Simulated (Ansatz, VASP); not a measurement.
# One calculation of SiC, two programs

The input INCAR:

```
ALGO     = Normal         # electronic algorithm
EDIFF    = 1E-6           # SCF threshold, eV
ENCUT    = 520            # plane-wave cutoff, eV
GGA      = PE             # functional
ISIF     = 2              # what is computed and relaxed
ISMEAR   = -1             # smearing method
LASPH    = True           # aspherical terms in the spheres
LCHARG   = False          # write CHGCAR
LREAL    = False          # projectors in reciprocal space
LWAVE    = False          # write WAVECAR
NBANDS   = 11             # bands
NELM     = 80             # most SCF steps
PREC     = Accurate       # precision mode
SIGMA    = 0.05           # smearing width, eV
```

File KPOINTS:

```
k-points
0
Gamma
  17 17 17
```

POSCAR

```
SiC
1.0
    0.0000000000      1.7477369139      1.7477369139
    1.7477369139      0.0000000000      1.7477369139
    1.7477369139      1.7477369139      0.0000000000
Si C
1 1
Direct
    0.0000000000      0.0000000000      0.0000000000
    0.5000000000      0.5000000000      0.5000000000
```

Input for Ansatz:

```yaml
crystal:
  lattice:
    - [0.0, 1.7477369139, 1.7477369139]
    - [1.7477369139, 0.0, 1.7477369139]
    - [1.7477369139, 1.7477369139, 0.0]
  atoms:
    - { symbol: Si, position: [0.0, 0.0, 0.0] }
    - { symbol: C, position: [0.5, 0.5, 0.5] }
kpoints:
  mp_grid: { grid: [17, 17, 17] }
scf:
  occupations: { method: fermi_dirac, width: 0.05 }
hamiltonian:
  xc: pbe
  pseudopotentials: { kind: all_electron, lapw: { basis_error: 0.001 } }
output:
  forces: true
  stress: true
  eigenvalues: true
  populations: true
```

Change from the starting cell: volume scaled by 0.64, LAPW.

Alike in both runs: task single point; functional PBE; k mesh 17 × 17 × 17; occupations fermi-dirac, width 0.05 eV; no spin polarisation.

```csv
,VASP,Ansatz
version,VASP 6.6.1,Ansatz 0.2.0
potentials or method,"VASP PAW PBE potentials, release 64 (Si, C)","all-electron LAPW, scalar-relativistic"
plane-wave cutoff (eV),520,see its input
```

Ansatz gave:

* pressure (GPa): 280.9

Task: Estimate VASP's values.

Result: Pressure (GPa): 280.7.

Ansatz ran all-electron here, so the differences hold the error of VASP's frozen core and of both bases.

Caveats: the cell as given lies far from equilibrium; so large a pressure means that the cell lies far from this level's equilibrium, or that cutoff or potentials fall short (VASP); an odd mesh through Γ misses points on the zone boundary, where band edges often lie.
